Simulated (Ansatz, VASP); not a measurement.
**Ga: VASP beside Ansatz**

```
Ga
1.0
    -1.36569    1.36569    2.27999
     1.36569   -1.36569    2.27999
     1.36569    1.36569   -2.27999
Ga
1
Direct
  0.00000 0.00000 0.00000
```

This isn't the form of Ga at room conditions, which is orthorhombic.

Alike in both runs: task single point; functional LDA; k mesh 13 × 13 × 13; occupations fermi-dirac, width 0.05 eV; no spin polarisation.

```csv
,VASP,Ansatz
version,VASP 6.6.1,Ansatz 0.2.0
potentials or method,"VASP PAW LDA potentials, release 64 (Ga_d)",Ansatz PAW
plane-wave cutoff (eV),520,420
valence electrons in the cell,13,13
```

```csv
,VASP,Ansatz,Ansatz less VASP
gap on the k mesh at the Fermi level (eV),none,none,-
pressure (GPa),0.1,0.1,-0.04
largest component of the traceless stress (GPa),0.02,0.08,+0.060
```

A gap of «none» marks a metal or a gap that the smearing closes.

Caveats: the PAW data sets come from PBE, with cores solved anew for the run's functional, which leaves a small shift of forces and pressure (Ansatz).
